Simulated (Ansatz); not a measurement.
input.yaml

```yaml
crystal:
  lattice:
    - [3.7446235939, 0.0, 0.0]
    - [1.8705237432, 3.2578380225, 0.0]
    - [0.0097083427, 2.0787037575, 9.5378658121]
  atoms:
    - { symbol: Cd, position: [0.5, 0.0, 0.0] }
basis:
  ecutwfc: 420
kpoints:
  mp_grid: { grid: [8, 8, 4] }
hamiltonian:
  xc: pbe
scf:
  occupations: { method: gaussian, width: 0.02 }
output:
  forces: true
  stress: true
  eigenvalues: true
  populations: true
```

Run as
```bash
ansatz run input.yaml --threads 1 --pin off --max-ram 1331MiB --backend cpu --events-out ev --progress --plain --runs-dir out
```

Method: DFT PBE, scalar-relativistic, plane waves, PAW in Ansatz 0.2.0.

Abridged output (iterations and final results):

```
SCF iter   1: F=—  HF=-8253.898730 eV  |F-HF|=—  |Δ(HF+E_count)|=         —  Δρ=1.02e-3  dr2=2.48e-3  ethr=1.77e-3  ⟨swp⟩=5.4  Hψ=10249  notcnv=0
SCF iter   2: F=—  HF=-8253.898895 eV  |F-HF|=—  |Δ(HF+E_count)|=   1.65e-4  Δρ=6.02e-4  dr2=6.36e-4  ethr=1.24e-5  ⟨swp⟩=2.9  Hψ=4200  notcnv=0
SCF iter   3: F=—  HF=-8253.899232 eV  |F-HF|=—  |Δ(HF+E_count)|=   3.37e-4  Δρ=2.52e-4  dr2=8.26e-5  ethr=3.18e-6  ⟨swp⟩=4.0  Hψ=3707  notcnv=0
SCF iter   4: F=—  HF=-8253.899246 eV  |F-HF|=—  |Δ(HF+E_count)|=   1.39e-5  Δρ=4.36e-5  dr2=1.75e-6  ethr=4.13e-7  ⟨swp⟩=2.8  Hψ=3234  notcnv=0
SCF iter   5: F=-8253.899249 eV  HF=-8253.899249 eV  |F-HF|=5.17e-8  |Δ(HF+E_count)|=   2.59e-6  Δρ=7.07e-6  dr2=3.55e-8  ethr=8.77e-9  ⟨swp⟩=2.1  Hψ=3143  notcnv=0
SCF iter   6: F=-8253.899249 eV  HF=-8253.899249 eV  |F-HF|=1.82e-9  |Δ(HF+E_count)|=   6.44e-8  Δρ=6.08e-7  dr2=3.23e-10  ethr=1.78e-10  ⟨swp⟩=2.8  Hψ=7791  notcnv=0
SCF 1 converged in 6 iterations: F = -8253.899249 eV  dr2 = 3.23e-10
SCF converged after 6 iterations
Free energy (F): -8253.899249 eV
Harris-Foulkes:  -8253.899249 eV  (|F-HF|=1.82e-9)
Internal energy: -8253.899249 eV  (E = F + TS)
E sigma→0 (E₀):  -8253.899249 eV
Fermi energy:    -0.271843 eV
--- Per-component energies (eV) ---
  E_band       = -674.718034
  E_kinetic    = 504.956189
  E_local      = -6862.771684  (includes V_loc(G=0)·N_el)
  E_nonlocal   = 31.896980
  E_hartree    = 3205.804940
  E_xc         = -175.484274
  E_vxc        = -219.724449  (∫ρ·V_xc dr)
  E_paw        = -4083.141408  (= ΣΔE_a)
  E_vpaw       = -540.684150  (= ΣTr[D̂ρ^β])
  E_aug_tail   = 0.000013  (compensation charges beyond the density's cutoff)
  E_ewald      = -875.160005
  E_smearing   =  0.000000  (= −TS)
--- Forces (eV/Å), atoms counted from 1 ---
  atom   1  Cd     0.00000000     0.00000000     0.00000000
--- Stress (GPa, compression-positive) ---
       -0.518036       0.000188       0.000002
        0.000188      -0.521053       0.000001
        0.000002       0.000001      -0.000417
  P = ⅓ Tr σ = -0.3465 GPa (-3.465 kbar)
--- Band table (eV; the first three rows and the last of 132) ---
  k-point 0: bands = ["-102.4925", "-63.5700", "-63.5391", "-63.5388", "-8.4883", "-8.4026", "-8.3970", "-8.2985", "-8.2971", "-4.3578", "0.6014", "2.8218", "6.2161", "7.0254"]
  k-point 1: bands = ["-102.4925", "-63.5700", "-63.5391", "-63.5388", "-8.4883", "-8.4026", "-8.3970", "-8.2985", "-8.2971", "-4.3573", "0.5528", "3.1312", "5.1192", "8.3560"]
  k-point 2: bands = ["-102.4925", "-63.5700", "-63.5391", "-63.5388", "-8.4883", "-8.4026", "-8.3970", "-8.2985", "-8.2971", "-4.3568", "0.5086", "3.8234", "4.0901", "9.0371"]
  k-point 131: bands = ["-102.4924", "-63.5698", "-63.5407", "-63.5396", "-8.5172", "-8.4320", "-8.3278", "-8.2904", "-8.1791", "-1.2114", "0.2252", "3.4097", "5.3109", "6.2265"]
--- Löwdin populations: 1 site ---
  site symbol q [e]
     0     Cd     19.9226
  spilling = 0.003869 (of n_electrons = 20.000000)
```

The run converged.